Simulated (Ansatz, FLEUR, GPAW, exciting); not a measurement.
## One calculation of Sb, 4 ways

```
Sb
1.0
    -1.91168    1.89860    1.91097
     1.86645   -1.92422    1.89137
     1.82583    1.83838   -1.93660
Sb
1
Direct
  0.00668 0.00212 0.01774
```

This isn't the form of Sb at room conditions, which is rhombohedral.

The given cell was strained at random by a few per cent at fixed volume.

Alike in all runs: task single point; functional PBEsol; k mesh 10 × 10 × 10; occupations fermi-dirac, width 0.05 eV; no spin polarisation; no spin-orbit coupling. Pressure is positive in compression and, in plane waves, holds the error of the finite cutoff.

```json
{"program and potentials": "FLEUR, all-electron, FLAPW", "plane-wave cutoff (eV)": "-", "notes": "-", "band gap (eV)": "no gap", "pressure (GPa)": "-", "energy over the undisturbed cell (meV/atom)": "2.29"}
{"program and potentials": "exciting, all-electron LAPW+lo, shipped species files, valence relativity iora*", "plane-wave cutoff (eV)": "-", "notes": "-", "band gap (eV)": "no gap", "pressure (GPa)": "-", "energy over the undisturbed cell (meV/atom)": "2.34"}
{"program and potentials": "GPAW, PAW data sets generated for this functional", "plane-wave cutoff (eV)": "600", "notes": "-", "band gap (eV)": "no gap", "pressure (GPa)": "-0.54", "energy over the undisturbed cell (meV/atom)": "2.17"}
{"program and potentials": "Ansatz, all-electron LAPW, scalar-relativistic", "plane-wave cutoff (eV)": "-", "notes": "-", "band gap (eV)": "no gap", "pressure (GPa)": "-0.16", "energy over the undisturbed cell (meV/atom)": "-"}
```

None finds a gap. The pressure spans -0.54 (GPAW, PAW data sets generated for this functional) to -0.16 GPa (Ansatz, all-electron LAPW, scalar-relativistic), with all-electron results at -0.16.

Differences between rows come from potentials, basis sets and numerical settings, since the functional is the same but for its coding. Runs on potential files found faulty are left out.
